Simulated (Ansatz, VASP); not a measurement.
## Cl in VASP and in Ansatz

```
CELL_PARAMETERS angstrom
2.20732 -3.22324 0.00000
2.20732 3.22324 0.00000
-1.40949 0.00000 2.07058
ATOMIC_POSITIONS crystal
Cl 0.50000 0.50000 0.50000
```

Alike in both runs: task single point; functional PBEsol; k mesh 14 × 14 × 20; occupations gaussian, width 0.1 eV; no spin polarisation.

|  | VASP | Ansatz |
| --- | --- | --- |
| version | VASP 6.6.1 | Ansatz 0.2.0 |
| potentials or method | VASP PAW PBE potentials, release 64 (Cl) | scalar-relativistic, plane waves, PAW |
| plane-wave cutoff (eV) | 520 | 420 |
| valence electrons in the cell | 7 | 7 |

```tsv
	VASP	Ansatz	Ansatz less VASP
gap on the k mesh at the Fermi level (eV)	none	none	-
pressure (GPa)	-5.4	-5.4	+0.08
largest component of the traceless stress (GPa)	6.21	6.18	-0.027
```

A gap of «none» marks a metal or a gap that the smearing closes.

Caveats: the PAW data sets were made with another functional, which shifts forces and pressure a little (VASP); an odd number of electrons without spin polarisation forces a metal; a magnetic or distorted state may lie lower.
